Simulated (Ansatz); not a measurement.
Li, DFT, LDA, all-electron LAPW, scalar-relativistic (Ansatz 0.2.0), run on 1 thread of Intel(R) Xeon(R) Platinum 8488C (Sapphire Rapids) on a shared host.

The structure comes from a relaxation in the same program, started in the hcp type. Whether it is a known phase or the ground state wasn't checked. The listed cell was then made from it by scaling, straining or moving an atom.

Command: `ansatz run input.yaml --threads 1 --pin off --max-ram 2048MiB --backend cpu --events-out ev --progress --plain --runs-dir out`

```yaml
crystal:
  lattice:
    - [3.0946155067, 0.0, 0.0]
    - [-1.5473077534, 2.6800156438, 0.0]
    - [0.0, 0.0, 5.0609352817]
  atoms:
    - { symbol: Li, position: [0.3333333333, 0.6666666667, 0.25] }
    - { symbol: Li, position: [0.6666666667, 0.3333333333, 0.75] }
kpoints:
  mp_grid: { grid: [16, 16, 9] }
scf:
  occupations: { method: fermi_dirac, width: 0.05 }
hamiltonian:
  xc: lda
  pseudopotentials: { kind: all_electron, lapw: { basis_error: 0.00025 } }
output:
  forces: true
  stress: true
  eigenvalues: true
```

**Question.** How large is the problem that the program sets up?

**Answer.** 150 irreducible k-points, 73 plane waves at Γ, 7 bands.

**Question.** About how long does it take?

**Answer.** 5.3 s of wall time for 4 SCF iterations. Times on shared machines scatter by tens of per cent.
